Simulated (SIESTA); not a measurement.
InAs:

```
In As
1.0
     0.00000    3.01800    3.01800
     3.01800    0.00000    3.01800
     3.01800    3.01800    0.00000
In As
1 1
Direct
  0.00000 0.00000 0.00000
  0.75000 0.75000 0.75000
```

Base run:

| Quantity | Value |
| --- | --- |
| Program | SIESTA 5.4.2 |
| Functional | BLYP |
| Potentials or basis | PseudoDojo 0.4 standard (PBE files) |
| Basis | DZP (energy shift 0.003 Ry; two zetas on semicore shells) |
| Grid cutoff | 500 Ry |
| Energy shift | 0.003 Ry |
| k mesh | 8 × 8 × 8 |
| Occupations | fermi-dirac, width 0.05 eV |
| Spin | no spin polarisation |

Its results: band gap on the k mesh none (metal or under the smearing width); pressure 7.3 GPa.

The run is repeated on the same cell with these changes: functional from BLYP to LDA; potentials or basis from PseudoDojo 0.4 standard (PBE files) to PseudoDojo 0.4 standard (LDA files). What comes out?

Band gap on the k mesh none (metal or under the smearing width); pressure -0.3 GPa.

Caveats: the basis of atomic orbitals isn't converged, which shifts pressures, moduli and gaps; the potentials were made for another functional, which shifts forces and pressure (some runs).

Not every run made on this cell is shown here.
